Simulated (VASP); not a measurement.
# GaN (P6_3mc) in VASP: further runs, part 2 of 2

VASP 6.6.1. Earlier steps stand in the parts before.

## 4. Relaxation of shape and atoms at fixed volume, PBE+D3(BJ) (a relaxed cell with its volume scaled by 1.02)

File INCAR:

```
PREC = Accurate
ENCUT = 600
EDIFF = 1E-7
ISMEAR = 0
SIGMA = 0.03
LREAL = F
LASPH = T
NELM = 80
ALGO = Normal
ISIF = 4
LWAVE = F
LCHARG = F
GGA = PE
IVDW = 12
IBRION = 2
NSW = 40
EDIFFG = -0.01
```

File KPOINTS:

```
regular mesh
0
Gamma
  12 12 5
```

File POSCAR:

```
GaN                                     
1.0
    3.2168373562      0.0000000000      0.0000000000
   -1.6084186781      2.7858628703      0.0000000000
    0.0000000000      0.0000000000      5.2434461027
  Ga              N             
     2     2
Direct
     0.3333333332999970    0.6666666667000030    0.9992111713869392
     0.6666666667000030    0.3333333332999970    0.4992111713869392
     0.3333333332999970    0.6666666667000030    0.3757888286130608
     0.6666666667000030    0.3333333332999970    0.8757888286130608
```

Potentials or basis: VASP PAW PBE potentials, release 64 (Ga_d, N).

Command:

```bash
> cat potpaw_PBE.64/Ga_d/POTCAR potpaw_PBE.64/N/POTCAR > POTCAR
> mpirun -np 1 vasp_std > vasp.out
```

OUTCAR:

```text
PREC = Accurate
   ENCUT = 600
   EDIFF = 1E-7
   ISMEAR = 0
   LREAL = F
   LASPH = T
   NELM = 80
   ISIF = 4
   GGA = PE
   IVDW = 12
   IBRION = 2
   NSW = 40
   EDIFFG = -0.01
 IVDW          = 12

 ion  position               nearest neighbor table
   1  0.333  0.667  0.999-   4 1.97   4 1.97   4 1.97   3 1.97
   2  0.667  0.333  0.499-   3 1.97   3 1.97   3 1.97   4 1.97
   3  0.333  0.667  0.376-   2 1.97   2 1.97   2 1.97   1 1.97
   4  0.667  0.333  0.876-   1 1.97   1 1.97   1 1.97   2 1.97

  LATTYP: Found a hexagonal cell.
 ALAT       =     3.2168373562
 C/A-ratio  =     1.6300003768

  Lattice vectors:

 A1 = (   3.2168373562,   0.0000000000,   0.0000000000)
 A2 = (  -1.6084186781,   2.7858628703,   0.0000000000)
 A3 = (   0.0000000000,   0.0000000000,   5.2434461027)

Analysis of symmetry for initial positions (statically):
=====================================================================
 Subroutine PRICEL returns:
 Original cell was already a primitive cell.

 Routine SETGRP: Setting up the symmetry group for a
 hexagonal supercell.

[... 174 lines left out ...]

 E-fermi :   5.1984     XC(G=0): -11.5200

 val. band max:        5.0198069305   @ k =   0.0000   0.0000   0.0000
 cond. band min:       6.7392704737   @ k =   0.0000   0.0000   0.0000
 fundamental gap:      1.7194635432
 Fermi energy:         5.1983957603

 k-point     1 :       0.0000    0.0000    0.0000
  band No.  band energies     occupation
      1     -10.7251      2.00000
      2      -9.8988      2.00000
      3      -8.4036      2.00000
      4      -8.3889      2.00000
      5      -8.3889      2.00000
      6      -8.3330      2.00000
[... 589 lines left out ...]
     21      11.9681      0.00000
     22      13.0461      0.00000

 [... further k-points ...]

------------------------ aborting loop because EDIFF is reached ----------------------------------------

 Edisp (eV)   -0.98723

 E8    (eV) :    -0.3999

  FORCE on cell =-STRESS in cart. coord.  units (eV):
  Direction    XX          YY          ZZ          XY          YZ          ZX
  --------------------------------------------------------------------------------------
  -------------------------------------------------------------------------------------
  Total      -0.98505    -0.98505    -0.99598     0.00000    -0.00000     0.00000
  in kB     -33.58654   -33.58654   -33.95894     0.00000    -0.00000     0.00000
  external pressure =      -33.71 kB  Pullay stress =        0.00 kB

 VOLUME and BASIS-vectors are now :
 -----------------------------------------------------------------------------
  energy-cutoff  :      600.00
  volume of cell :       46.99
      direct lattice vectors                 reciprocal lattice vectors
     3.216837356  0.000000000  0.000000000     0.310864333  0.179477607  0.000000000
    -1.608418678  2.785862870  0.000000000     0.000000000  0.358955213  0.000000000
     0.000000000  0.000000000  5.243446103     0.000000000  0.000000000  0.190714271

 POSITION                                       TOTAL-FORCE (eV/Angst)
 -----------------------------------------------------------------------------------
     -0.00000      1.85724      5.23931         0.000000     -0.000000     -0.002501
      1.60842      0.92862      2.61759        -0.000000      0.000000     -0.002501
     -0.00000      1.85724      1.97043        -0.000000     -0.000000      0.002501
      1.60842      0.92862      4.59215        -0.000000     -0.000000      0.002501
 -----------------------------------------------------------------------------------
    total drift:                                0.000000      0.000001      0.000234

  FREE ENERGIE OF THE ION-ELECTRON SYSTEM (eV)
  ---------------------------------------------------
  free  energy   TOTEN  =       -25.3179589873 eV

  energy  without entropy=      -25.3179589873  energy(sigma->0) =      -25.31795899

 reached required accuracy - stopping structural energy minimisation
```

OSZICAR:

```text
N       E                     dE             d eps       ncg     rms          rms(c)
DAV:   1     0.297954150405E+03    0.29795E+03   -0.20022E+04  2596   0.330E+03
DAV:   2     0.109843123140E+02   -0.28697E+03   -0.27673E+03  2786   0.575E+02
DAV:   3    -0.265491002600E+02   -0.37533E+02   -0.37166E+02  2850   0.165E+02
DAV:   4    -0.282331311326E+02   -0.16840E+01   -0.16791E+01  3512   0.368E+01
DAV:   5    -0.282601225579E+02   -0.26991E-01   -0.26976E-01  2834   0.428E+00    0.108E+01
DAV:   6    -0.242234673252E+02    0.40367E+01   -0.15379E+01  4470   0.573E+01    0.306E+00
DAV:   7    -0.243508190220E+02   -0.12735E+00   -0.17532E+00  2784   0.119E+01    0.267E+00
DAV:   8    -0.243539273640E+02   -0.31083E-02   -0.30401E-01  4106   0.860E+00    0.903E-01
DAV:   9    -0.243297253661E+02    0.24202E-01   -0.12388E-01  4510   0.595E+00    0.345E-01
DAV:  10    -0.243307958203E+02   -0.10705E-02   -0.65083E-03  2956   0.904E-01    0.152E-01
DAV:  11    -0.243307161605E+02    0.79660E-04   -0.15968E-03  3874   0.751E-01    0.267E-02
DAV:  12    -0.243307328739E+02   -0.16713E-04   -0.20157E-04  2784   0.110E-01    0.152E-02
DAV:  13    -0.243307325232E+02    0.35068E-06   -0.30409E-05  3526   0.127E-01    0.613E-03
DAV:  14    -0.243307330092E+02   -0.48598E-06   -0.44610E-06  3690   0.304E-02    0.761E-04
DAV:  15    -0.243307329118E+02    0.97344E-07   -0.30302E-07  2654   0.805E-03
   1 F= -.25317959E+02 E0= -.25317959E+02  d E =-.253180E+02
```

It took 100 s on 1 thread of Intel Xeon Platinum 8259CL at 2.50GHz (Skylake/Cascade Lake), shared host; peak memory 0.22 GiB.

Results:

```
Free energy                : -25.3180 eV
Pressure after relaxing    : -3.4 GPa
Band gap on the k mesh     : 1.72 eV, direct
Dispersion energy per atom : -0.247 eV
```

Forces in eV/Å, atoms in the order of the input:
```
Ga   0.000  0.000 -0.003
Ga   0.000  0.000 -0.003
N    0.000  0.000  0.003
N    0.000  0.000  0.003
```

Final structure:
```cif
data_structure
_symmetry_space_group_name_H-M 'P 1'
_symmetry_Int_Tables_number 1
_cell_length_a 3.2168
_cell_length_b 3.2168
_cell_length_c 5.2434
_cell_angle_alpha 90.000
_cell_angle_beta 90.000
_cell_angle_gamma 120.000
_cell_volume 46.99
loop_
_atom_site_label
_atom_site_type_symbol
_atom_site_fract_x
_atom_site_fract_y
_atom_site_fract_z
_atom_site_occupancy
Ga1 Ga 0.33333 0.66667 0.99921 1
Ga2 Ga 0.66667 0.33333 0.49921 1
N1 N 0.33333 0.66667 0.37579 1
N2 N 0.66667 0.33333 0.87579 1
```

Levels at points of the mesh, in eV from the valence-band top:
| k point | band 15 | band 16 | band 17 | band 18 | band 19 | band 20 | band 21 | band 22 |
| --- | --- | --- | --- | --- | --- | --- | --- | --- |
| (0.00, 0.00, 0.00) | -1.00 | -0.04 | 0.00 | 0.00 | 1.72 | 4.08 | 9.02 | 9.74 |
| (0.50, 0.00, 0.00) | -4.07 | -2.64 | -2.12 | -0.96 | 4.99 | 5.38 | 5.97 | 8.35 |

Caveat: the relaxation stopped at its first step, so nothing moved.

## 5. Relaxation of shape and atoms at fixed volume, PBE+D3(BJ) (a relaxed cell with its volume scaled by 1.04)

INCAR is that of step 4.

KPOINTS is that of step 4.

POSCAR, as its differences from that of step 4:

```diff
@@ -2,5 +2,5 @@
 1.0
-    3.2168373562      0.0000000000      0.0000000000
-   -1.6084186781      2.7858628703      0.0000000000
-    0.0000000000      0.0000000000      5.2434461027
+    3.2377264958      0.0000000000      0.0000000000
+   -1.6188632479      2.8039533959      0.0000000000
+    0.0000000000      0.0000000000      5.2774954081
   Ga              N
```

Command:

```bash
> cat potpaw_PBE.64/Ga_d/POTCAR potpaw_PBE.64/N/POTCAR > POTCAR
> mpirun -np 1 vasp_std > vasp.out
```

It took 2 min on 1 thread of Intel Xeon Platinum 8259CL at 2.50GHz (Skylake/Cascade Lake), shared host; peak memory 0.22 GiB.

Results (log left out):

```
Free energy                  : -25.2908 eV
Pressure after relaxing      : -6.5 GPa
Largest force after relaxing : 0.006 eV/Å
Band gap on the k mesh       : 1.59 eV, direct
Dispersion energy per atom   : -0.242 eV
```

Forces on the atoms (eV/Å):
```
Ga   0.000  0.000 -0.006
Ga   0.000  0.000 -0.006
N    0.000  0.000  0.006
N    0.000  0.000  0.006
```

Final structure:
```
Ga N
1.0
     3.23773    0.00000    0.00000
    -1.61886    2.80395    0.00000
     0.00000    0.00000    5.27750
Ga N
2 2
Direct
  0.33333 0.66667 0.99921
  0.66667 0.33333 0.49921
  0.33333 0.66667 0.37579
  0.66667 0.33333 0.87579
```

Levels at points of the mesh, in eV from the valence-band top:
```csv
k point,band 16,band 17,band 18,band 19,band 20,band 21
"(0.00, 0.00, 0.00)",-0.04,0.00,0.00,1.59,3.95,8.91
"(0.50, 0.00, 0.00)",-2.57,-2.07,-0.94,4.93,5.25,5.93
```

Caveat: the relaxation stopped at its first step, so nothing moved.

## 6. Relaxation of shape and atoms at fixed volume, PBE+D3(BJ) (a relaxed cell with its volume scaled by 1.06)

INCAR is that of step 5.

KPOINTS is that of step 5.

POSCAR, as its differences from that of step 5:

```diff
@@ -2,5 +2,5 @@
 1.0
-    3.2377264958      0.0000000000      0.0000000000
-   -1.6188632479      2.8039533959      0.0000000000
-    0.0000000000      0.0000000000      5.2774954081
+    3.2583495135      0.0000000000      0.0000000000
+   -1.6291747568      2.8218134532      0.0000000000
+    0.0000000000      0.0000000000      5.3111109348
   Ga              N
```

Potentials or basis: VASP PAW PBE potentials, release 64 (Ga_d, N).

Command:

```bash
> cat potpaw_PBE.64/Ga_d/POTCAR potpaw_PBE.64/N/POTCAR > POTCAR
> mpirun -np 1 vasp_std > vasp.out
```

Run time: 2.2 min. Hardware: 1 thread of Intel Xeon Platinum 8259CL at 2.50GHz (Skylake/Cascade Lake), shared host; peak memory 0.22 GiB.

The run converged. Its results:

| Quantity | Value |
| --- | --- |
| Free energy | -25.2470 eV |
| Pressure after relaxing | -9.2 GPa |
| Largest force after relaxing | 0.009 eV/Å |
| Band gap on the k mesh | 1.46 eV, direct |
| Dispersion energy per atom | -0.237 eV |

Forces on the atoms (eV/Å):
```
Ga   0.000  0.000 -0.009
Ga   0.000  0.000 -0.009
N    0.000  0.000  0.009
N    0.000  0.000  0.009
```

Final structure:
```
Ga N
1.0
     3.25835    0.00000    0.00000
    -1.62917    2.82181    0.00000
     0.00000    0.00000    5.31111
Ga N
2 2
Direct
  0.33333 0.66667 0.99921
  0.66667 0.33333 0.49921
  0.33333 0.66667 0.37579
  0.66667 0.33333 0.87579
```

Levels at points of the mesh, in eV from the valence-band top:
| k point | band 15 | band 16 | band 17 | band 18 | band 19 | band 20 | band 21 | band 22 |
| --- | --- | --- | --- | --- | --- | --- | --- | --- |
| (0.00, 0.00, 0.00) | -0.95 | -0.04 | 0.00 | 0.00 | 1.46 | 3.83 | 8.80 | 9.52 |
| (0.50, 0.00, 0.00) | -3.91 | -2.51 | -2.01 | -0.92 | 4.87 | 5.13 | 5.89 | 8.04 |

Caveat: the relaxation stopped at its first step, so nothing moved.

## 7. Summary

| cell | gap on the mesh (eV) | pressure (GPa) | largest force (eV/Å) |
| --- | --- | --- | --- |
| atoms relaxed at fixed volume from: a relaxed cell with its volume scaled by 0.98 | 1.99 | 3.8 | 0.01 |
| atoms relaxed at fixed volume | 1.85 | 0.0 | - |
| atoms relaxed at fixed volume from: a relaxed cell with its volume scaled by 1.02 | 1.72 | -3.4 | - |
| atoms relaxed at fixed volume from: a relaxed cell with its volume scaled by 1.04 | 1.59 | -6.5 | 0.01 |
| atoms relaxed at fixed volume from: a relaxed cell with its volume scaled by 1.06 | 1.46 | -9.2 | 0.01 |

Alike in all rows: task relaxation of shape and atoms at fixed volume; level PBE+D3(BJ); potentials or basis VASP PAW PBE potentials, release 64 (Ga_d, N); no spin polarisation; k mesh 12 × 12 × 5; cutoff (eV) 600; smearing gaussian 0.03 eV.

Caveats: the relaxation stopped at its first step, so nothing moved.

Total energies depend on the potentials used, so only differences within one code and one set of settings carry meaning.

## 8. How close it comes

Step 3. Against the measured gap of GaN, 3.503 eV (direct; quoted in “Studying electronic properties in GaN without electrical contacts using γ-γ vs e−-γ Perturbed Angular Correlations”, 2019, pmc:6823545), the calculated 1.85 eV is off by -1.65 eV. Spin-orbit coupling on Ga is left out. The value is that of PBE+D3(BJ), without temperature or zero-point motion. Semilocal functionals fall short of measured gaps as a rule.
